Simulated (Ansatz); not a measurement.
Task: CsCl (CsCl type, Pm-3m) is relaxed with DFT-PBEsol in the program Ansatz with PAW potentials. What lattice parameters of the conventional cell result?

Result: a = 4.069 Å.

Task: Is it a metal or does it have a gap at this level?

Result: A gap of 5.23 eV, direct.

The cell was relaxed with PBEsol under the symmetry of its start. Spin–orbit coupling is left out wherever it is not named.

Potentials: the later of the program's two PAW sets.
